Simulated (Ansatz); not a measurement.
Set up this calculation in Ansatz 0.2.0, as the native input.

```yaml
Task: band structure
Functional: PBEsol
Potentials_or_basis: all-electron LAPW, non-relativistic
Cutoff: 341 eV (chosen from the basis error)
Basis_error_allowed: 0.001 eV/atom
k_mesh: 10 × 10 × 10
Occupations: fermi-dirac, width 0.05 eV
Spin: no spin polarisation
```

HfN:

```
Hf N
1.0
     0.00000    2.25600    2.25600
     2.25600    0.00000    2.25600
     2.25600    2.25600    0.00000
Hf N
1 1
Direct
  0.00000 0.00000 0.00000
  0.50000 0.50000 0.50000
```

One way to write it, as run:

input.yaml

```yaml
crystal:
  lattice:
    - [0.0, 2.256, 2.256]
    - [2.256, 0.0, 2.256]
    - [2.256, 2.256, 0.0]
  atoms:
    - { symbol: Hf, position: [0.0, 0.0, 0.0] }
    - { symbol: "N", position: [0.5, 0.5, 0.5] }
kpoints:
  mp_grid: { grid: [10, 10, 10] }
  band_path:
    path:
      - [0.0, 0.0, 0.0]
      - [0.5, 0.0, 0.5]
      - [0.5, 0.25, 0.75]
      - [0.375, 0.375, 0.75]
      - [0.0, 0.0, 0.0]
      - [0.5, 0.5, 0.5]
      - [0.625, 0.25, 0.625]
      - [0.5, 0.25, 0.75]
    npoints: 6
scf:
  occupations: { method: fermi_dirac, width: 0.05 }
hamiltonian:
  xc: pbesol
  pseudopotentials:
    kind: all_electron
    lapw: { basis_error: 0.001 }
    relativity: none
output:
  forces: true
  stress: true
  eigenvalues: true
```

Potentials or basis: all-electron LAPW, non-relativistic.

The run is started by

```sh
$ ansatz run input.yaml --threads 1 --pin off --max-ram 3072MiB --backend cpu --events-out ev --progress --plain --runs-dir out
```

Results of the run:

```json
{"Pressure": "11.7 GPa", "Band gap along the path": "none (metal or under the smearing width)"}
```

Caveat: relativity is left out, which matters for the heavier elements; spin-orbit coupling is left out, which moves the levels of the heavy elements.

Run time: 15 s on 1 thread of AMD EPYC 7R43 64-Core Processor (Zen 3), with other jobs on the host, peak memory 0.38 GiB.
